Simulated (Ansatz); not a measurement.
Runs of Ansatz 0.2.0 on ZrN. Symmetry: Fm-3m, No. 225, cubic system. The conventional cell has a = 4.600 Å, b = 4.600 Å, c = 4.600 Å, α = 90.00°, β = 90.00°, γ = 90.00°. Zr (site symmetry m-3m) is surrounded by 6 N at 2.30 Å. Around N (site symmetry m-3m) lie 6 Zr at 2.30 Å. 

```csv
task,level,spin,cell,k mesh,points for each segment of the path,atoms under strain,gap on the mesh (eV),pressure (GPa),relaxed volume (Å³/atom)
band structure,BLYP,off,as given,10 × 10 × 10,14,-,none,7.5,-
relaxation of cell and atoms,PBEsol,off,relaxed,10 × 10 × 10,-,-,-,0.0,(b)
elastic constants,LDA,off,as given,7 × 7 × 7,-,relaxed,none,-12.5,-
band structure,revPBE,off,as given,10 × 10 × 10,14,-,none,1.9,-
relaxation of cell and atoms,BLYP,off,relaxed,10 × 10 × 10,-,-,none,0.0,12.54
band structure,PBEsol,"SOC, no magnetisation",as given,7 × 7 × 7,14,-,none,-7.7,-
band structure,LDA,"SOC, no magnetisation",as given,7 × 7 × 7,14,-,none,-12.5,-
relaxation of cell and atoms,LDA,off,relaxed,10 × 10 × 10,-,-,-,0.0,(a)
relaxation of cell and atoms,revPBE,off,relaxed,10 × 10 × 10,-,-,-,0.0,(c)
relaxation of cell and atoms,revPBE+D4,off,relaxed,10 × 10 × 10,-,-,-,0.0,11.82
band structure,RPBE,off,as given,10 × 10 × 10,14,-,none,3.0,-
relaxation of cell and atoms,RPBE,off,relaxed,10 × 10 × 10,-,-,-,0.0,12.32
```

Alike in all rows: potentials or basis Ansatz PAW; cutoff (eV) 420; smearing fermi-dirac 0.05 eV.

**Question.** Estimate the missing entries.

**Answer.** (a) 11.58; (b) 11.79; (c) 12.26.

Caveats: the PAW data sets come from PBE, with cores solved anew for the run's functional, which leaves a small shift of forces and pressure; the plane-wave basis is chosen anew once the cell has moved, so the energies of steps on either side of that aren't comparable (some runs); the cell is more than 3 GPa from zero pressure, which shifts response properties (some runs); elastic constants of metals need much finer meshes, so these are rough (some runs).

A k mesh can miss the band edges, and rows without SOC leave out spin-orbit coupling on Zr.

A gap of «none» marks a metal or a gap under the smearing width.

Runs at the PBE level aren't shown here.
